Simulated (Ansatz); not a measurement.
**CaO with hydrogen replacing O: a run for the field gradients**

```yaml
crystal:
  lattice:
    - [0.0, 7.2195, 7.2195]
    - [7.2195, 0.0, 7.2195]
    - [7.2195, 7.2195, 0.0]
  atoms:
    - { symbol: Ca, position: [-4.4975e-05, -4.4975e-05, -4.4975e-05] }
    - { symbol: Ca, position: [-0.0067764791, -0.0067764791, 0.3402695075] }
    - { symbol: Ca, position: [-7.49526e-05, -7.49526e-05, 0.6672196655] }
    - { symbol: Ca, position: [-0.0067764791, 0.3402695075, -0.0067764791] }
    - { symbol: Ca, position: [-0.0067904571, 0.3402868797, 0.3402868797] }
    - { symbol: Ca, position: [0.000707501, 0.3327972145, 0.6667108302] }
    - { symbol: Ca, position: [-7.49526e-05, 0.6672196655, -7.49526e-05] }
    - { symbol: Ca, position: [0.000707501, 0.6667108302, 0.3327972145] }
    - { symbol: Ca, position: [0.0006714777, 0.6667597229, 0.6667597229] }
    - { symbol: Ca, position: [0.3402695075, -0.0067764791, -0.0067764791] }
    - { symbol: Ca, position: [0.3402868797, -0.0067904571, 0.3402868797] }
    - { symbol: Ca, position: [0.3327972145, 0.000707501, 0.6667108302] }
    - { symbol: Ca, position: [0.3402868797, 0.3402868797, -0.0067904571] }
    - { symbol: Ca, position: [0.3335938903, 0.3335938903, 0.3335938903] }
    - { symbol: Ca, position: [0.3335523709, 0.3335523709, 0.666328858] }
    - { symbol: Ca, position: [0.3327972145, 0.6667108302, 0.000707501] }
    - { symbol: Ca, position: [0.3335523709, 0.666328858, 0.3335523709] }
    - { symbol: Ca, position: [0.332799084, 0.6667451384, 0.6667451384] }
    - { symbol: Ca, position: [0.6672196655, -7.49526e-05, -7.49526e-05] }
    - { symbol: Ca, position: [0.6667108302, 0.000707501, 0.3327972145] }
    - { symbol: Ca, position: [0.6667597229, 0.0006714777, 0.6667597229] }
    - { symbol: Ca, position: [0.6667108302, 0.3327972145, 0.000707501] }
    - { symbol: Ca, position: [0.666328858, 0.3335523709, 0.3335523709] }
    - { symbol: Ca, position: [0.6667451384, 0.332799084, 0.6667451384] }
    - { symbol: Ca, position: [0.6667597229, 0.6667597229, 0.0006714777] }
    - { symbol: Ca, position: [0.6667451384, 0.6667451384, 0.332799084] }
    - { symbol: Ca, position: [0.6667549669, 0.6667549669, 0.6667549669] }
    - { symbol: H, position: [0.1670197856, 0.1670197856, 0.1670197856], spin: 1.0 }
    - { symbol: O, position: [0.1667545846, 0.1667545846, 0.4976406037] }
    - { symbol: O, position: [0.1667564343, 0.1667564343, 0.8359052616] }
    - { symbol: O, position: [0.1667545846, 0.4976406037, 0.1667545846] }
    - { symbol: O, position: [0.1662801483, 0.5002608598, 0.5002608598] }
    - { symbol: O, position: [0.1667042198, 0.4975774401, 0.8359346477] }
    - { symbol: O, position: [0.1667564343, 0.8359052616, 0.1667564343] }
    - { symbol: O, position: [0.1667042198, 0.8359346477, 0.4975774401] }
    - { symbol: O, position: [0.1672058255, 0.8332629156, 0.8332629156] }
    - { symbol: O, position: [0.4976406037, 0.1667545846, 0.1667545846] }
    - { symbol: O, position: [0.5002608598, 0.1662801483, 0.5002608598] }
    - { symbol: O, position: [0.4975774401, 0.1667042198, 0.8359346477] }
    - { symbol: O, position: [0.5002608598, 0.5002608598, 0.1662801483] }
    - { symbol: O, position: [0.5002247214, 0.5002247214, 0.5002247214] }
    - { symbol: O, position: [0.5001807167, 0.5001807167, 0.8332782534] }
    - { symbol: O, position: [0.4975774401, 0.8359346477, 0.1667042198] }
    - { symbol: O, position: [0.5001807167, 0.8332782534, 0.5001807167] }
    - { symbol: O, position: [0.5000778497, 0.8334113685, 0.8334113685] }
    - { symbol: O, position: [0.8359052616, 0.1667564343, 0.1667564343] }
    - { symbol: O, position: [0.8359346477, 0.1667042198, 0.4975774401] }
    - { symbol: O, position: [0.8332629156, 0.1672058255, 0.8332629156] }
    - { symbol: O, position: [0.8359346477, 0.4975774401, 0.1667042198] }
    - { symbol: O, position: [0.8332782534, 0.5001807167, 0.5001807167] }
    - { symbol: O, position: [0.8334113685, 0.5000778497, 0.8334113685] }
    - { symbol: O, position: [0.8332629156, 0.8332629156, 0.1672058255] }
    - { symbol: O, position: [0.8334113685, 0.8334113685, 0.5000778497] }
    - { symbol: O, position: [0.8332609635, 0.8332609635, 0.8332609635] }
magnetization:
  spin_polarized: true
kpoints:
  mp_grid: { grid: [2, 2, 2] }
scf:
  occupations: { method: fermi_dirac, width: 0.01 }
  max_iter: 60
hamiltonian:
  xc: b3-lyp
  pseudopotentials: { kind: paw }
output:
  forces: true
  stress: true
  populations: true
  efg:
    quadrupole_moments_barn: { Ca: -0.0408, H: 0.00285783, O: -0.02558 }
    contact_densities: true
```

```sh
ansatz run input.yaml --threads 4 --pin off --max-ram 10240MiB --backend cpu --events-out ev --progress --plain --runs-dir out
```

**Question.** What happens when this input is run?

**Answer.** The input was rejected before any iteration. The input holds an unknown functional. The program says:

```
Error: YAML parse error: error: line 69 column 7: hamiltonian.xc: unknown variant `b3-lyp`, expected one of `lda`, `lda-pw`, `pw92`, `pbe`, `pbesol`, `rpbe`, `revpbe`, `blyp`, `pbe0`, `revpbe0`, `b3lyp`, `b3lyp5`, `hse06`, `wpbeh`, `hiss`, `lc_wpbe`, `cam_b3lyp`, `hf`, `r2scan`, `r2scanh`, `r2scan0`, `r2scan50`, `mr2scan`
  --> <input>:69:7
   |
67 |   max_iter: 60
68 | hamiltonian:
69 |   xc: b3-lyp
   |       ^ hamiltonian.xc: unknown variant `b3-lyp`, expected one of `lda`, `lda-pw`, `pw92`, `pbe`, `pbesol`, `rpbe`, `revpbe`, `blyp`, `pbe0`, `revpbe0`, `b3lyp`, `b3lyp5`, `hse06`, `wpbeh`, `hiss`, `lc_wpbe`, `cam_b3lyp`, `hf`, `r2scan`, `r2scanh`, `r2scan0`, `r2scan50`, `mr2scan`
70 |   pseudopotentials: { kind: paw }
71 | output:
   |
```

Against a sound input the change was `hamiltonian.xc`: pbe → b3-lyp; `scf.max_iter`: not typed → 60.

With the sound settings the run converges and gives V_zz (10²¹ V/m²) Ca1 -0.16 (η 0.00), Ca2 2.64 (η 0.00), Ca3 -0.16 (η 0.01), Ca5 2.61 (η 0.00), Ca6 -0.42 (η 0.13), Ca9 -0.43 (η 0.15), among others; a site carries the number of its first atom in the input. These hold for the positions as typed, which a relaxation reached. The defect repeats with the cell of 54 atoms, so it feels its images: sites between two images don't show the values beside a lone defect, and zeros or small values of η there can come from the images' arrangement. The centre was started off its lattice site, so that it could distort. The defect cell has no gap above 0.1 eV on its mesh, so the values can hang on the smearing and the k-mesh. The start moments die out, and the run ends without spin.
